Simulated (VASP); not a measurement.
Consider the following.

```xyz
6
Lattice="4.6800 0.0000 0.0000 0.0000 4.6800 0.0000 0.0000 0.0000 3.0870" Properties=species:S:1:pos:R:3 pbc="T T T"
Mg     0.0000     0.0000     0.0000
Mg     2.3400     2.3400     1.5435
F      1.4199     1.4199     0.0000
F      3.7599     0.9201     1.5435
F      0.9201     3.7599     1.5435
F      3.2600     3.2600     0.0000
```

All values below come from PBE GGA, VASP's PBE PAW potentials (set 64) (plane waves; VASP 6.6.1). Run with 520 eV cut-off, 5×5×7 Γ-centred mesh, Gaussian smearing of 0.010 eV, potentials Mg F.

Problem. Give the electronic dielectric tensor ε∞ (DFPT, local fields included).

Solution. 
```
1.96  0.00  0.00
0.00  1.96  0.00
0.00  0.00  1.99
```

Problem. Give the Born effective charges.

Solution. 
```tsv
atom	Z*xx	Z*yy	Z*zz	mean
Mg1	1.98	1.98	2.07	2.01
Mg2	1.98	1.98	2.07	2.01
F3	-0.99	-0.99	-1.03	-1.00
F4	-0.99	-0.99	-1.03	-1.00
F5	-0.99	-0.99	-1.03	-1.00
F6	-0.99	-0.99	-1.03	-1.00
```

The compound is MgF2 in the rutile structure. It was relaxed first.
